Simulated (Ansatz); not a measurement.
Consider Ti3SiC2 (space group P6_3/mmc, No. 194).

```
CELL_PARAMETERS angstrom
      3.04238     0.00000     0.00000
     -1.52119     2.63478     0.00000
      0.00000     0.00000    17.57708
ATOMIC_POSITIONS crystal
  Ti 0.00000 0.00000 0.00000
  Ti 0.00000 0.00000 0.50000
  Ti 0.33333 0.66667 0.13496
  Ti 0.66667 0.33333 0.63496
  Ti 0.66667 0.33333 0.86504
  Ti 0.33333 0.66667 0.36504
  Si 0.00000 0.00000 0.25000
  Si 0.00000 0.00000 0.75000
  C  0.33333 0.66667 0.57218
  C  0.66667 0.33333 0.07218
  C  0.66667 0.33333 0.42782
  C  0.33333 0.66667 0.92782
```

The values are results of Ansatz (a first-principles code), PBEsol, PAW, cutoff 420 eV, no spin-orbit coupling, not measurements.

One change was made to it. Results:

```
quantity                           base     after
-----------------------------  --------  --------
c/a ratio                         5.777     5.844
shortest interatomic distance  207.4 pm  195.2 pm
```

Which of these changes matches the shifts?
(A) pressure −1 GPa
(B) pressure 15 GPa
(C) pressure 3 GPa
(D) pressure 75 GPa

D, pressure 75 GPa. For comparison, the c/a ratio in the other runs: pressure −1 GPa gives 5.777; pressure 3 GPa gives 5.778; pressure 15 GPa gives 5.785.

Load acts through the strain it causes; cell and atoms are relaxed under it. Stability against distortions was not tested. Competing high-pressure phases were not computed. All final runs are without spin polarisation.
